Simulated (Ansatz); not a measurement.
# Cu2O: the cost of one run

Computed with Ansatz 0.2.0 (DFT, PBE, plane-wave PAW, default files, scalar-relativistic, frozen cores, as far as a step names no other, unless a step's input says otherwise).

## Step 1: The system as given

The structure is cubic, space group Pn-3m (No. 224). Conventional cell: a = 4.269 Å, b = 4.269 Å, c = 4.269 Å, α = 90.00°, β = 90.00°, γ = 90.00°. Cu (site symmetry -3m) is surrounded by 2 O at 1.85 Å. Around O (site symmetry -43m) lie 4 Cu at 1.85 Å.

Structure file:

```xyz
6
Lattice="4.2685 0.0000 0.0000 0.0000 4.2685 0.0000 0.0000 0.0000 4.2685" Properties=species:S:1:pos:R:3 pbc="T T T"
Cu    1.0671    1.0671    1.0671
Cu    1.0671    3.2014    3.2014
Cu    3.2014    3.2014    1.0671
Cu    3.2014    1.0671    3.2014
O     0.0000    0.0000    0.0000
O     2.1343    2.1343    2.1343
```

The earlier run gave: gap on the mesh 0.52 eV, largest force 0.000 eV/Å, pressure 2.5 GPa.

The printed gradients, by site:

```tsv
site	atoms	first shell	V_zz (10²¹ V/m²)	η	C_Q (MHz)
Cu	1, 2, 3, 4	2 O at 1.85 Å, angle 180°	-5.19	0.00	27.6 (⁶³Cu)
O	5, 6	4 Cu at 1.85 Å	0.00	–	0 (¹⁷O)
```

C_Q = eQV_zz/h, which is 24.18 MHz for Q = 1 b and V_zz = 10²¹ V/m²; η = (V_xx − V_yy)/V_zz. Quadrupole moments are those of Pyykkö's year-2017 table.

## Step 2: Ions relaxed at fixed cell

input.yaml

```yaml
crystal:
  lattice:
    - [4.2685, 0.0, 0.0]
    - [0.0, 4.2685, 0.0]
    - [0.0, 0.0, 4.2685]
  atoms:
    - { symbol: Cu, position: [0.25, 0.25, 0.25] }
    - { symbol: Cu, position: [0.25, 0.75, 0.75] }
    - { symbol: Cu, position: [0.75, 0.75, 0.25] }
    - { symbol: Cu, position: [0.75, 0.25, 0.75] }
    - { symbol: O, position: [0.0, 0.0, 0.0] }
    - { symbol: O, position: [0.5, 0.5, 0.5] }
kpoints:
  mp_grid: { grid: [7, 7, 7] }
scf:
  occupations: { method: fermi_dirac, width: 0.02 }
hamiltonian:
  xc: pbe
  pseudopotentials: { kind: paw, frozen_core: stored }
output:
  forces: true
  stress: true
  populations: true
  efg: { quadrupole_moments_barn: { Cu: -0.22, O: -0.02558 } }
  write_density: true
  write_potential: true
  elf: true
  volumetric_format: npy
relax:
  f_tol: 0.02
  max_steps: 60
```

The run is started by

```
> ansatz run input.yaml --threads 1 --pin off --max-ram 3072MiB --backend cpu --events-out ev --progress --plain --runs-dir out
```

Q: Estimate wall time and peak memory on 1 thread of Intel Xeon at 2.50GHz (Skylake/Cascade Lake), shared host.

About 14 s, with a peak of 0.41 GiB.
